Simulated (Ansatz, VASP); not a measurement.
## GaAs in VASP and in Ansatz

```
CELL_PARAMETERS angstrom
0.00000 2.69589 2.69589
2.69589 0.00000 2.69589
2.69589 2.69589 0.00000
ATOMIC_POSITIONS crystal
Ga 0.00000 0.00000 0.00000
As 0.50000 0.50000 0.50000
```

The cell was built by a generator and needn't be a form met in nature.

Alike in both runs: task single point; functional PBE; k mesh 9 × 9 × 9; occupations fermi-dirac, width 0.05 eV; no spin polarisation.

|  | VASP | Ansatz |
| --- | --- | --- |
| version | VASP 6.6.1 | Ansatz 0.2.0 |
| potentials or method | VASP PAW PBE potentials, release 64 (Ga_d, As) | Ansatz PAW |
| plane-wave cutoff (eV) | 520 | 420 |
| valence electrons in the cell | 18 | 28 |

```csv
,VASP,Ansatz,Ansatz less VASP
gap on the k mesh at the Fermi level (eV),none,none,-
pressure (GPa),0.2,0.0,-0.18
```

A gap of «none» marks a metal or a gap that the smearing closes. The two sets of potentials don't hold the same shells in valence.
